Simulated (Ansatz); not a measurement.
Runs of Ansatz 0.2.0 on Ir. It takes space group Fm-3m (No. 225, cubic). Conventional cell: a = 3.831 Å, b = 3.831 Å, c = 3.831 Å, α = 90.00°, β = 90.00°, γ = 90.00°. Around Ir (site symmetry m-3m) lie 12 Ir at 2.71 Å. 

| level | cell | cutoff (eV) | target pressure (GPa) | gap on the mesh (eV) | pressure (GPa) | relaxed volume (Å³/atom) |
| --- | --- | --- | --- | --- | --- | --- |
| PBEsol | relaxed to 5 GPa | 420 | 5 | none | 5.0 | - |
| revPBE | relaxed | 420 | - | none | 0.0 | 14.61 |
| PBEsol | relaxed | 420 | - | none | 0.0 | 14.03 |
| PBEsol | relaxed to 2 GPa | 420 | 2 | none | 2.0 | - |
| PBEsol | relaxed | 420 | 0 | none | 0.0 | 14.03 |
| PBE | relaxed | 420 | - | none | 0.0 | 14.48 |
| PBEsol | relaxed to 30 GPa | 420 | 30 | none | 30.0 | - |
| PBEsol | relaxed to 10 GPa | 420 | 10 | none | 10.0 | - |
| r2SCAN | relaxed | 500 | - | none | 0.0 | 14.19 |
| BLYP | relaxed | 420 | - | none | 0.0 | (a) |
| LDA | relaxed | 420 | - | none | 0.0 | 13.82 |
| RPBE | relaxed | 420 | - | none | 0.0 | (b) |

Alike in all rows: task relaxation of cell and atoms; potentials or basis Ansatz PAW; no spin polarisation; k mesh 12 × 12 × 12; smearing fermi-dirac 0.05 eV.

Question: Fill in the values left out.

Answer: (a) 15.22; (b) 14.66.

Caveats: the plane-wave basis is chosen anew once the cell has moved, so the energies of steps on either side of that aren't comparable; the PAW data sets come from PBE, with cores solved anew for the run's functional, which leaves a small shift of forces and pressure (some runs).

A k mesh can miss the band edges, and the runs leave out spin-orbit coupling on Ir.

A gap of «none» marks a metal or a gap under the smearing width.
